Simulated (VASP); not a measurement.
Runs of VASP 6.6.1 on ZnS. It takes space group F-43m (No. 216, cubic). Conventional cell: a = 5.404 Å, b = 5.404 Å, c = 5.404 Å, α = 90.00°, β = 90.00°, γ = 90.00°. Around Zn (site symmetry -43m) lie 4 S at 2.34 Å. S (site symmetry -43m) has 4 Zn at 2.34 Å as nearest neighbours. 

```tsv
task	level	potentials or basis	cell	cutoff (eV)	gap on the mesh (eV)	pressure (GPa)	relaxed volume (Å³/atom)
relaxation of cell and atoms	RPBE	VASP PAW PBE potentials, release 64 (Zn, S)	relaxed	600	2.02	0.0	(b)
band structure	LDA	VASP PAW LDA potentials, release 64 (Zn, S)	as given	520	1.89	-	-
band structure	PBEsol	VASP PAW PBE potentials, release 64 (Zn, S)	as given	520	1.98	-	-
relaxation of cell and atoms	LDA	VASP PAW LDA potentials, release 64 (Zn, S)	relaxed	600	2.15	-0.1	18.62
band structure	RPBE	VASP PAW PBE potentials, release 64 (Zn, S)	as given	520	2.28	4.3	-
relaxation of cell and atoms	PBEsol	VASP PAW PBE potentials, release 64 (Zn, S)	relaxed	600	(a)	0.0	19.26
```

Alike in all rows: no spin polarisation; k mesh 9 × 9 × 9; smearing fermi-dirac 0.05 eV.

Q: Fill in the values left out.

A: (a) 2.08; (b) 20.96.

Caveats: the PAW data sets were made with another functional, which shifts forces and pressure a little (some runs).

Runs at the PBE level aren't shown here.
